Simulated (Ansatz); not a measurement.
**SiC (F-43m): G0W0 and the starting functional**

```yaml
crystal:
  lattice:
    - [0.00000, 2.17900, 2.17900]
    - [2.17900, 0.00000, 2.17900]
    - [2.17900, 2.17900, 0.00000]
  atoms:
    - { symbol: Si, position: [0.00000, 0.00000, 0.00000] }
    - { symbol: C, position: [0.25000, 0.25000, 0.25000] }
```

Held fixed (Ansatz):

| Property | Result |
| --- | --- |
| datasets | soft PAW set, first generation |
| k mesh | 6×6×6 |
| empty bands | 204 |
| response cutoff | 180 eV |
| frequencies | plasmon pole, fitted at the program's default frequency |
| q → 0 term | analytic weight of Carrier, Rohra and Görling |
| points solved | Γ, L, X |
| band sums | cut at the band count |

The gap is read from Γ to X, linearised, between the Kohn-Sham band edges among the points solved. ε∞ is the electronic dielectric constant on this mesh. Wave cutoffs: 420, 420 eV in the order of the table.

| orbitals | KS gap (eV) | G0W0 gap (eV) | ε∞ |
| --- | --- | --- | --- |
| LDA | 1.31 | 2.17 | 7.3 |
| PBE | 1.35 | ? | ? |

Task: Fill in the row for PBE.

Result: G0W0 gap 2.17 eV, ε∞ 7.1.

Soft PAW datasets can miss an all-electron G0W0 gap by more than 5 %. The PAW or pseudopotential files were made with PBE. Band sums or response are cut, so the gap isn't at its basis limit. The gap is read among the points solved; the crystal's band edges can lie elsewhere.
